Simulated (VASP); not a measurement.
Input of a VASP 6.6.1 run:

The input INCAR:

```
SYSTEM = CdSe
PREC     = Accurate       ! precision mode
ENCUT    = 600            ! plane-wave cutoff, eV
EDIFF    = 1E-6           ! SCF threshold, eV
ISMEAR   = 0              ! smearing method
SIGMA    = 0.01           ! smearing width, eV
LREAL    = .False.        ! projectors in reciprocal space
LASPH    = .True.         ! aspherical terms in the spheres
NELM     = 100            ! most SCF steps
ALGO     = Normal         ! electronic algorithm
ISIF     = 3              ! what is computed and relaxed
LWAVE    = .False.        ! write WAVECAR
LCHARG   = .False.        ! write CHGCAR
GGA      = PE             ! functional
IBRION   = 2              ! ionic algorithm
NSW      = 80             ! ionic steps
EDIFFG   = -0.001         ! ionic threshold
```

KPOINTS

```
regular mesh
0
Gamma
  10 10 10
  0 0 0
```

File POSCAR:

```
CdSe
1.0
    0.0000000000      3.0984146619      3.0984146619
    3.0984146619      0.0000000000      3.0984146619
    3.0984146619      3.0984146619      0.0000000000
Cd Se
1 1
Direct
    0.0000000000      0.0000000000      0.0000000000
    0.7500000000      0.7500000000      0.7500000000
```

Potentials or basis: VASP PAW PBE potentials, release 64 (Cd, Se).

Run with:

```sh
$ cat potpaw_PBE.64/Cd/POTCAR potpaw_PBE.64/Se/POTCAR > POTCAR
$ mpirun -np 1 vasp_std > vasp.out
```

(1) Predict the space group after relaxing (to 0.05 Å).

(2) What does it give for the relaxed cell?

(3) What does it give for the band gap on the k mesh?

Answers

(1) F-43m (No. 216).

(2) a = 4.388 Å, b = 4.388 Å, c = 4.388 Å, α = 60.00°, β = 60.00°, γ = 60.00°.

(3) 0.48 eV, direct.
